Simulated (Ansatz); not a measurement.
**B chain started as a strip of triangles: period, moment and channels by functional**

Aim: how far do the period, the moment and the conductance of the B chain started as a strip of triangles depend on the functional, the datasets and spin-orbit coupling, and at what cost?

Calculated with Ansatz 0.2.0; DFT PBE, plane waves, PAW; relaxation of a chain's period, in the first sound run; inputs show where later runs differ.

Report form: the programs' logs are mostly left out.

## (1) Set-up

The cell holds 2 atoms: 2 B. Cell: a = 9.000 Å, b = 7.500 Å, c = 1.644 Å, α = 90.0°, β = 90.0°, γ = 90.0°. Vacuum lies along a and b. The structure's axis is c.

## (2) Relaxation of atoms and period, level PBE, cutoff 420 eV

Band widths follow the bond lengths, so the chain is relaxed first. The atoms and the third cell vector are free; the box across stays fixed as vacuum. Moments are seeded so that a magnetic state can form if it lies lower. A Fermi-Dirac smearing is set since the result may be a metal. The pressure printed is a third of the stress's trace over the whole box, vacuum included; only the stress along the axis is relaxed.

Contents of input.yaml:

```yaml
crystal:
  lattice:
    - [9.0, 0.0, 0.0]
    - [0.0, 7.5, 0.0]
    - [0.0, 0.0, 1.64388]
  atoms:
    - { symbol: B, position: [0.421973333, 0.5, 0.0], spin: 0.3 }
    - { symbol: B, position: [0.578026667, 0.5, 0.5], spin: 0.3 }
magnetization:
  spin_polarized: true
kpoints:
  mp_grid: { grid: [1, 1, 49] }
scf:
  occupations: { method: fermi_dirac, width: 0.05 }
hamiltonian:
  xc: pbe
relax:
  cell: { fix: [a, b, alpha, beta, gamma] }
  max_steps: 60
```

Run with:

```
$ ansatz run input.yaml --threads 4 --pin off --max-ram 8192MiB --backend cpu --events-out ev --progress --plain --runs-dir out
```

Elapsed: 5.6 s, on 4 threads of Arm Neoverse V1, shared host; peak memory 0.35 GiB; 20 s of CPU time.

Step by step:

| step | energy less that of the first step (eV) | largest force component (eV/Å) | pressure (GPa) | volume (Å³) |
| --- | --- | --- | --- | --- |
| 1 | 0.0000 | 1.2784 | -0.03 | 110.96 |
| 2 | -0.0484 | 0.8673 | 0.21 | 109.65 |
| 3 | -0.0761 | 0.0572 | 0.00 | 108.52 |
| 4 | -0.0762 | 0.0097 | -0.01 | 108.60 |
| 5* | -0.0756 | 0.0095 | -0.02 | 108.60 |

Relaxation steps marked * repeat the geometry before them on a plane-wave basis chosen anew for their cell, so energy and pressure can jump there.

Forces are held to the 8 operations that the run works with; a distortion that breaks them can't arise in this run.

| cell as run | before | after | change |
| --- | --- | --- | --- |
| c (Å) | 1.644 | 1.609 | -2.1 % |

The atoms that moved most (Å, along periodic axes as changes of fractional coordinates times the final cell, across vacuum about the mean position):

| atom | dx | dy | dz | length |
| --- | --- | --- | --- | --- |
| B1 | -0.043 | 0.000 | 0.000 | 0.043 |
| B2 | 0.043 | 0.000 | 0.000 | 0.043 |

The relaxed structure:

```xyz
2
Lattice="9.0000 0.0000 0.0000 0.0000 7.5000 0.0000 0.0000 0.0000 1.6089" Properties=species:S:1:pos:R:3
B     3.7545    3.7500    0.0000
B     5.2455    3.7500    0.8045
```

Numbers from this step:

| Quantity | Value |
| --- | --- |
| energy at zero smearing | -310.5132 eV |
| cell length along the wire | 1.609 Å |

The cell's length comes to 1.609 Å with no moment.

## (3) Bands of the perfect wire, level PBE, cutoff 420 eV

This step: DFT PBE, plane waves, PAW; channels and complex bands of a perfect chain (Ansatz 0.2.0).

At the relaxed period the Bloch states of the perfect chain are found at each energy: those that move forward count the open channels, and those that decay describe how a disturbance dies away inside the wire itself. An energy step of 0.035 eV is under the 0.039 eV that the program asks for its thermal average at 300 K.

Contents of input.yaml:

```yaml
crystal:
  lattice:
    - [9.0, 0.0, 0.0]
    - [0.0, 7.5, 0.0]
    - [0.0, 0.0, 1.6089242594]
  atoms:
    - { symbol: B, position: [0.417167245, 0.5, 0.0] }
    - { symbol: B, position: [0.582832755, 0.5, 0.5] }
kpoints:
  mp_grid: { grid: [1, 1, 50] }
  band_path: { path: ["Γ", Z], npoints: 60 }
scf:
  occupations: { method: fermi_dirac, width: 0.05 }
hamiltonian:
  xc: pbe
output:
  transmission:
    e_range: [-2, 2]
    de: 0.035
    kmesh: [1, 1]
    reduced_basis: true
    leads: [[0, 0]]
  dos: { projected: true, e_range: [-6, 4] }
  write_potential: true
  write_density: true
  volumetric_format: npy
  elf: true
```

Elapsed: 13 s, on 4 threads; peak memory 0.43 GiB; 38 s of CPU time.

Numbers from this step:

```
energy at zero smearing                                  : -310.5158 eV
channels at the energy nearest the Fermi level, one spin : 2
conductance of the lead as this run defines it           : 2.000 G₀
band gap                                                 : 0 eV
```

The open channels of the lead, one spin by energy, zero at the Fermi level:

| energy (eV) | open channels of the lead, one spin |
| --- | --- |
| -2.00 | 2 |
| -1.90 | 2 |
| -1.79 | 2 |
| -1.69 | 2 |
| -1.58 | 2 |
| -1.48 | 2 |
| -1.37 | 2 |
| -1.23 | 2 |
| -1.12 | 2 |
| -1.02 | 2 |
| -0.92 | 2 |
| -0.81 | 2 |
| -0.70 | 2 |
| -0.60 | 2 |
| -0.49 | 2 |
| -0.39 | 2 |
| -0.28 | 2 |
| -0.18 | 2 |
| -0.07 | 2 |
| -0.01 | 2 |
| 0.07 | 2 |
| 0.17 | 2 |
| 0.28 | 2 |
| 0.38 | 2 |
| 0.48 | 2 |
| 0.59 | 2 |
| 0.69 | 2 |
| 0.80 | 2 |
| 0.91 | 2 |
| 1.01 | 2 |
| 1.11 | 2 |
| 1.22 | 2 |
| 1.36 | 2 |
| 1.47 | 3 |
| 1.57 | 3 |
| 1.68 | 3 |
| 1.78 | 3 |
| 1.89 | 3 |
| 1.99 | 3 |

The slowest values at each energy, most degenerate partners merged, listed up to 1.5 1/Å. Im kz of the slowest decaying states against energy, zero at the Fermi level:

| energy (eV) | decay 1 (Å⁻¹) | decay 2 (Å⁻¹) | decay 3 (Å⁻¹) | decay 4 (Å⁻¹) |
| --- | --- | --- | --- | --- |
| -2.000 | 0.408 | 0.970 | 1.30 | 1.40 |
| -1.790 | 0.430 | 0.940 | 1.28 | 1.38 |
| -1.615 | 0.446 | 0.915 | 1.26 | 1.36 |
| -1.405 | 0.463 | 0.883 | 1.24 | 1.34 |
| -1.195 | 0.478 | 0.850 | 1.21 | 1.32 |
| -0.985 | 0.491 | 0.815 | 1.19 | 1.30 |
| -0.810 | 0.501 | 0.785 | 1.17 | 1.28 |
| -0.600 | 0.511 | 0.747 | 1.15 | 1.26 |
| -0.390 | 0.520 | 0.708 | 1.12 | 1.24 |
| -0.215 | 0.526 | 0.673 | 1.10 | 1.22 |
| -0.005 | 0.533 | 0.628 | 1.07 | 1.19 |
| 0.205 | 0.538 | 0.581 | 1.05 | 1.17 |
| 0.415 | 0.528 | 0.542 | 1.02 | 1.15 |
| 0.590 | 0.480 | 0.545 | 0.997 | 1.13 |
| 0.800 | 0.415 | 0.547 | 0.968 | 1.10 |
| 1.010 | 0.338 | 0.549 | 0.938 | 1.08 |
| 1.185 | 0.256 | 0.550 | 0.913 | 1.05 |
| 1.395 | 0.0851 | 0.549 | 0.881 | 1.03 |
| 1.605 | 0.548 | 0.848 | 1.00 | 1.10 |
| 1.815 | 0.547 | 0.814 | 0.972 | 1.07 |

Electronic bands along the path, in eV, zero at the Fermi level:

| point | band 1 | band 2 | band 3 | band 4 | band 5 | band 6 | band 7 |
| --- | --- | --- | --- | --- | --- | --- | --- |
| Γ | -13.42 | -6.11 | -4.16 | -2.80 | 1.42 | 4.25 | 5.40 |
| halfway | -11.04 | -4.24 | -0.70 | 0.59 | 4.77 | 7.67 | 8.10 |
| Z | -5.17 | -5.17 | 7.75 | 7.75 | 8.54 | 8.54 | 10.17 |

Valence density in the ca plane at fractional y = 0.500, with atoms of B within 0.2 Å of it. It is the smooth field of the valence electrons, not physical close to the nuclei.

Values in e/Å³, 24 rows by 9 columns, each cell a mean:
```
0.0 0.0 0.0 0.0 0.0 0.0 0.0 0.0 0.0
0.0 0.0 0.0 0.0 0.0 0.0 0.0 0.0 0.0
0.0 0.0 0.0 0.0 0.0 0.0 0.0 0.0 0.0
0.0 0.0 0.0 0.0 0.0 0.0 0.0 0.0 0.0
0.0 0.0 0.0 0.0 0.0 0.0 0.0 0.0 0.0
0.0 0.0 0.0 0.0 0.0 0.0 0.0 0.0 0.0
0.1 0.1 0.1 0.1 0.1 0.1 0.1 0.1 0.1
0.3 0.3 0.3 0.3 0.3 0.3 0.3 0.3 0.3
0.7 0.7 0.7 0.7 0.6 0.6 0.7 0.7 0.7
1.1 1.1 1.0 0.7 0.4 0.4 0.7 1.0 1.1
1.0 1.0 1.0 0.8 0.6 0.6 0.8 1.0 1.0
0.9 0.9 0.9 0.9 0.9 0.9 0.9 0.9 0.9
0.8 0.8 0.9 1.0 0.9 0.9 1.0 0.9 0.8
0.4 0.6 0.9 1.1 1.1 1.1 1.1 0.9 0.6
0.5 0.6 0.8 0.9 0.9 0.9 0.9 0.8 0.6
0.5 0.5 0.5 0.5 0.5 0.5 0.5 0.5 0.5
0.2 0.2 0.2 0.2 0.2 0.2 0.2 0.2 0.2
0.1 0.1 0.1 0.1 0.1 0.1 0.1 0.1 0.1
0.0 0.0 0.0 0.0 0.0 0.0 0.0 0.0 0.0
0.0 0.0 0.0 0.0 0.0 0.0 0.0 0.0 0.0
0.0 0.0 0.0 0.0 0.0 0.0 0.0 0.0 0.0
0.0 0.0 0.0 0.0 0.0 0.0 0.0 0.0 0.0
0.0 0.0 0.0 0.0 0.0 0.0 0.0 0.0 0.0
0.0 0.0 0.0 0.0 0.0 0.0 0.0 0.0 0.0
```
Columns run along c (1.6 Å), rows up along a (9.0 Å). Atoms in or near the plane, at fractional coordinates: B at (0.00, 0.42), B at (0.50, 0.58).

ELF in the ca plane at fractional y = 0.500, with atoms of B within 0.2 Å of it. It is the smooth field of the valence electrons, not physical close to the nuclei.

Values, 24 rows by 9 columns, each cell a mean:
```
0.00 0.00 0.00 0.00 0.00 0.00 0.00 0.00 0.00
0.00 0.00 0.00 0.00 0.00 0.00 0.00 0.00 0.00
0.02 0.02 0.02 0.02 0.02 0.02 0.02 0.02 0.02
0.08 0.08 0.07 0.07 0.07 0.07 0.07 0.07 0.08
0.24 0.23 0.23 0.22 0.21 0.21 0.22 0.23 0.23
0.52 0.51 0.49 0.47 0.45 0.45 0.47 0.49 0.51
0.78 0.77 0.73 0.70 0.67 0.67 0.70 0.73 0.77
0.91 0.90 0.86 0.79 0.73 0.73 0.79 0.86 0.90
0.95 0.93 0.85 0.62 0.38 0.38 0.62 0.85 0.93
0.93 0.89 0.70 0.22 0.02 0.02 0.22 0.70 0.89
0.85 0.81 0.65 0.32 0.13 0.13 0.32 0.65 0.81
0.74 0.74 0.73 0.68 0.62 0.62 0.68 0.73 0.74
0.35 0.42 0.61 0.75 0.80 0.80 0.75 0.61 0.42
0.02 0.04 0.42 0.79 0.88 0.88 0.79 0.42 0.04
0.12 0.23 0.63 0.88 0.94 0.94 0.88 0.63 0.23
0.62 0.69 0.82 0.90 0.93 0.93 0.90 0.82 0.69
0.72 0.74 0.79 0.83 0.85 0.85 0.83 0.79 0.74
0.57 0.57 0.60 0.63 0.65 0.65 0.63 0.60 0.57
0.31 0.32 0.34 0.35 0.35 0.35 0.35 0.34 0.32
0.12 0.12 0.12 0.13 0.13 0.13 0.13 0.12 0.12
0.04 0.04 0.04 0.04 0.04 0.04 0.04 0.04 0.04
0.01 0.01 0.01 0.01 0.01 0.01 0.01 0.01 0.01
0.00 0.00 0.00 0.00 0.00 0.00 0.00 0.00 0.00
0.00 0.00 0.00 0.00 0.00 0.00 0.00 0.00 0.00
```
Columns run along c (1.6 Å), rows up along a (9.0 Å). Atoms in or near the plane, at fractional coordinates: B at (0.00, 0.42), B at (0.50, 0.58).

Electrostatic potential energy in the ca plane at fractional y = 0.500, with atoms of B within 0.2 Å of it. With pseudopotentials it is smooth inside the atoms' cores, unlike the true potential.

Ten even steps from '0' (-64 eV) to '9' (2 eV), each cell a mean:
```
999999999
999999999
999999999
999999999
999999999
999999999
999999999
999888899
886433468
763000036
764200246
777655677
335677653
001477410
013577531
667888876
999999999
999999999
999999999
999999999
999999999
999999999
999999999
999999999
```
Columns run along c (1.6 Å; values clipped at the 3rd and 97th percentile), rows up along a (9.0 Å). Atoms in or near the plane, at fractional coordinates: B at (0.00, 0.42), B at (0.50, 0.58).

By hand: the program gives 2.2957 × 10^14 S/m² over the cell's cross-section of 67.50 Å² = 6.750 × 10^-19 m², so one cell conducts 1.550 × 10^-4 S. Divided by G0 = 2e²/h = 7.748 × 10^-5 S this is 2.00 G0, a resistance of 6.45 kΩ.

At the computed energy nearest the Fermi level there are 2 channels a spin, and the thermal average gives 2.00 G₀.

## (4) The relaxed wire

This step: DFT LDA, plane waves, PAW; relaxation of a chain's period (Ansatz 0.2.0).

The relaxation is repeated under another functional. LDA has no gradient terms and tends to overbind, so it marks the short end of the likely bond lengths.

Contents of input.yaml:

```yaml
crystal:
  lattice:
    - [9.0, 0.0, 0.0]
    - [0.0, 7.5, 0.0]
    - [0.0, 0.0, 1.64388]
  atoms:
    - { symbol: B, position: [0.421973333, 0.5, 0.0], spin: 0.3 }
    - { symbol: B, position: [0.578026667, 0.5, 0.5], spin: 0.3 }
magnetization:
  spin_polarized: true
kpoints:
  mp_grid: { grid: [1, 1, 49] }
scf:
  occupations: { method: fermi_dirac, width: 0.05 }
hamiltonian:
  xc: lda
relax:
  cell: { fix: [a, b, alpha, beta, gamma] }
  max_steps: 60
```

Elapsed: 6.2 s, on 4 threads; peak memory 0.33 GiB.

Relaxation path:

| step | energy less that of the first step (eV) | largest force component (eV/Å) | pressure (GPa) | volume (Å³) |
| --- | --- | --- | --- | --- |
| 1 | 0.0000 | 0.8197 | -0.76 | 110.96 |
| 2 | -0.0469 | 0.5921 | -0.18 | 109.25 |
| 3 | -0.0666 | 0.0543 | 0.12 | 107.61 |
| 4 | -0.0670 | 0.0043 | -0.01 | 107.93 |
| 5 | -0.0670 | 0.0006 | 0.00 | 107.90 |
| 6* | -0.0661 | 0.0005 | -0.01 | 107.90 |

Relaxation steps marked * repeat the geometry before them on a plane-wave basis chosen anew for their cell, so energy and pressure can jump there.

Forces are held to the 8 operations that the run works with; a distortion that breaks them can't arise in this run.

| cell as run | before | after | change |
| --- | --- | --- | --- |
| c (Å) | 1.644 | 1.598 | -2.8 % |

The atoms that moved most (Å, along periodic axes as changes of fractional coordinates times the final cell, across vacuum about the mean position):

| atom | dx | dy | dz | length |
| --- | --- | --- | --- | --- |
| B1 | -0.031 | 0.000 | 0.000 | 0.031 |
| B2 | 0.031 | 0.000 | 0.000 | 0.031 |

The relaxed structure:

```xyz
2
Lattice="9.0000 0.0000 0.0000 0.0000 7.5000 0.0000 0.0000 0.0000 1.5985" Properties=species:S:1:pos:R:3
B     3.7669    3.7500    0.0000
B     5.2331    3.7500    0.7992
```

The cell's length comes to 1.598 Å, -0.6 % against the first run, with no moment.

## (5) The wire at its relaxed period, level LDA, cutoff 420 eV

This step: DFT LDA, plane waves, PAW; channels and complex bands of a perfect chain (Ansatz 0.2.0).

The channels are counted again under LDA, at the period that it gave.

Contents of input.yaml:

```yaml
crystal:
  lattice:
    - [9.0, 0.0, 0.0]
    - [0.0, 7.5, 0.0]
    - [0.0, 0.0, 1.5984676451]
  atoms:
    - { symbol: B, position: [0.418540808, 0.5, 0.0] }
    - { symbol: B, position: [0.581459192, 0.5, 0.5] }
kpoints:
  mp_grid: { grid: [1, 1, 51] }
  band_path: { path: ["Γ", Z], npoints: 60 }
scf:
  occupations: { method: fermi_dirac, width: 0.05 }
hamiltonian:
  xc: lda
output:
  transmission:
    e_range: [-2, 2]
    de: 0.035
    kmesh: [1, 1]
    reduced_basis: true
    leads: [[0, 0]]
  dos: { projected: true, e_range: [-6, 4] }
```

Wall time 12 s (4 threads); peak memory 0.43 GiB; 36 s of CPU time.

Table of open channels of the lead, one spin by energy, zero at the Fermi level:

| energy (eV) | open channels of the lead, one spin |
| --- | --- |
| -2.000 | 2 |
| -1.895 | 2 |
| -1.790 | 2 |
| -1.685 | 2 |
| -1.615 | 2 |
| -1.510 | 2 |
| -1.405 | 2 |
| -1.300 | 2 |
| -1.195 | 2 |
| -1.090 | 2 |
| -0.985 | 2 |
| -0.915 | 2 |
| -0.810 | 2 |
| -0.705 | 2 |
| -0.600 | 2 |
| -0.495 | 2 |
| -0.390 | 2 |
| -0.285 | 2 |
| -0.215 | 2 |
| -0.110 | 2 |
| -0.005 | 2 |
| 0.100 | 2 |
| 0.205 | 2 |
| 0.310 | 2 |
| 0.415 | 2 |
| 0.485 | 2 |
| 0.590 | 2 |
| 0.695 | 2 |
| 0.800 | 2 |
| 0.905 | 2 |
| 1.010 | 2 |
| 1.115 | 2 |
| 1.185 | 2 |
| 1.290 | 2 |
| 1.395 | 2 |
| 1.500 | 2 |
| 1.605 | 3 |
| 1.710 | 3 |
| 1.815 | 3 |
| 1.885 | 3 |

At the computed energy nearest the Fermi level there are 2 channels a spin, and the thermal average gives 2.00 G₀.

## (6) Relaxing the period

This step: DFT PBEsol, plane waves, PAW; relaxation of a chain's period (Ansatz 0.2.0).

The relaxation is repeated under another functional. PBEsol weakens PBE's gradient terms and usually lands between LDA and PBE.

Contents of input.yaml:

```yaml
crystal:
  lattice:
    - [9.0, 0.0, 0.0]
    - [0.0, 7.5, 0.0]
    - [0.0, 0.0, 1.64388]
  atoms:
    - { symbol: B, position: [0.421973333, 0.5, 0.0], spin: 0.3 }
    - { symbol: B, position: [0.578026667, 0.5, 0.5], spin: 0.3 }
magnetization:
  spin_polarized: true
kpoints:
  mp_grid: { grid: [1, 1, 49] }
scf:
  occupations: { method: fermi_dirac, width: 0.05 }
hamiltonian:
  xc: pbesol
relax:
  cell: { fix: [a, b, alpha, beta, gamma] }
  max_steps: 60
```

Elapsed: 5.6 s, on 4 threads; peak memory 0.35 GiB.

Relaxation path:

| step | energy less that of the first step (eV) | largest force component (eV/Å) | pressure (GPa) | volume (Å³) |
| --- | --- | --- | --- | --- |
| 1 | 0.0000 | 1.1724 | -0.15 | 110.96 |
| 2 | -0.0449 | 0.8021 | 0.15 | 109.62 |
| 3 | -0.0699 | 0.0720 | 0.00 | 108.44 |
| 4 | -0.0701 | 0.0073 | -0.01 | 108.56 |
| 5* | -0.0694 | 0.0072 | -0.02 | 108.56 |

Relaxation steps marked * repeat the geometry before them on a plane-wave basis chosen anew for their cell, so energy and pressure can jump there.

Forces are held to the 8 operations that the run works with; a distortion that breaks them can't arise in this run.

| cell as run | before | after | change |
| --- | --- | --- | --- |
| c (Å) | 1.644 | 1.608 | -2.2 % |

The atoms that moved most (Å, along periodic axes as changes of fractional coordinates times the final cell, across vacuum about the mean position):

| atom | dx | dy | dz | length |
| --- | --- | --- | --- | --- |
| B1 | -0.040 | 0.000 | 0.000 | 0.040 |
| B2 | 0.040 | 0.000 | 0.000 | 0.040 |

Final coordinates:

```
B
1.0
     9.00000    0.00000    0.00000
     0.00000    7.50000    0.00000
     0.00000    0.00000    1.60826
B
2
Direct
  0.41753 0.50000 0.00000
  0.58247 0.50000 0.50000
```

The cell's length comes to 1.608 Å, -0.0 % against the first run, with no moment.

## (7) Bands of the perfect wire, level PBEsol, cutoff 420 eV

This step: DFT PBEsol, plane waves, PAW; channels and complex bands of a perfect chain (Ansatz 0.2.0).

The channels are counted again under PBEsol, at the period that it gave.

Contents of input.yaml:

```yaml
crystal:
  lattice:
    - [9.0, 0.0, 0.0]
    - [0.0, 7.5, 0.0]
    - [0.0, 0.0, 1.608261406]
  atoms:
    - { symbol: B, position: [0.417531131, 0.5, 0.0] }
    - { symbol: B, position: [0.582468869, 0.5, 0.5] }
kpoints:
  mp_grid: { grid: [1, 1, 50] }
  band_path: { path: ["Γ", Z], npoints: 60 }
scf:
  occupations: { method: fermi_dirac, width: 0.05 }
hamiltonian:
  xc: pbesol
output:
  transmission:
    e_range: [-2, 2]
    de: 0.035
    kmesh: [1, 1]
    reduced_basis: true
    leads: [[0, 0]]
  dos: { projected: true, e_range: [-6, 4] }
```

The job ended after 11 s (4 threads; peak memory 0.41 GiB).

At the computed energy nearest the Fermi level there are 2 channels a spin, and the thermal average gives 2.00 G₀.

## (8) Relaxation of atoms and period, cutoff 500 eV

This step: DFT r2SCAN, plane waves, PAW; relaxation of a chain's period (Ansatz 0.2.0).

The relaxation is repeated under another functional. r2SCAN also reads the kinetic-energy density; it often gives larger moments and wider gaps than PBE, at a higher cost. Against the first PBE run of this kind, the cutoff is 500 eV against 420.

Contents of input.yaml:

```yaml
crystal:
  lattice:
    - [9.0, 0.0, 0.0]
    - [0.0, 7.5, 0.0]
    - [0.0, 0.0, 1.64388]
  atoms:
    - { symbol: B, position: [0.421973333, 0.5, 0.0], spin: 0.3 }
    - { symbol: B, position: [0.578026667, 0.5, 0.5], spin: 0.3 }
magnetization:
  spin_polarized: true
kpoints:
  mp_grid: { grid: [1, 1, 49] }
scf:
  occupations: { method: fermi_dirac, width: 0.05 }
hamiltonian:
  xc: r2scan
relax:
  cell: { fix: [a, b, alpha, beta, gamma] }
  max_steps: 60
```

It took 20 s on 4 threads; peak memory 0.61 GiB; 75 s of CPU time.

Relaxation path:

| step | energy less that of the first step (eV) | largest force component (eV/Å) | pressure (GPa) | volume (Å³) |
| --- | --- | --- | --- | --- |
| 1 | 0.0000 | 1.2654 | -0.32 | 110.96 |
| 2 | -0.0578 | 0.8092 | 0.08 | 109.32 |
| 3 | -0.0826 | 0.0263 | 0.10 | 108.05 |
| 4 | -0.0827 | 0.0031 | -0.02 | 108.21 |
| 5 | -0.0827 | 0.0004 | 0.00 | 108.18 |
| 6* | -0.0827 | 0.0004 | 0.00 | 108.18 |

Relaxation steps marked * repeat the geometry before them on a plane-wave basis chosen anew for their cell, so energy and pressure can jump there.

Forces are held to the 8 operations that the run works with; a distortion that breaks them can't arise in this run.

| cell as run | before | after | change |
| --- | --- | --- | --- |
| c (Å) | 1.644 | 1.603 | -2.5 % |

The atoms that moved most (Å, along periodic axes as changes of fractional coordinates times the final cell, across vacuum about the mean position):

| atom | dx | dy | dz | length |
| --- | --- | --- | --- | --- |
| B1 | -0.041 | 0.000 | 0.000 | 0.041 |
| B2 | 0.041 | 0.000 | 0.000 | 0.041 |

Final coordinates:

```xyz
2
Lattice="9.0000 0.0000 0.0000 0.0000 7.5000 0.0000 0.0000 0.0000 1.6027" Properties=species:S:1:pos:R:3
B     3.7566    3.7500    0.0000
B     5.2434    3.7500    0.8013
```

The cell's length comes to 1.603 Å, -0.4 % against the first run, with no moment.

[end of part 1 of 2]

[Logs are printed without paths, hosts, clocks, repeated set-up lines and the standing remarks that a program may print on its own settings, such as how far it seeks lower states.]

[Hosts, paths, dates, database ids (printed as entryN), source tags and the programs' standing remarks are cut or masked in the printed files.]
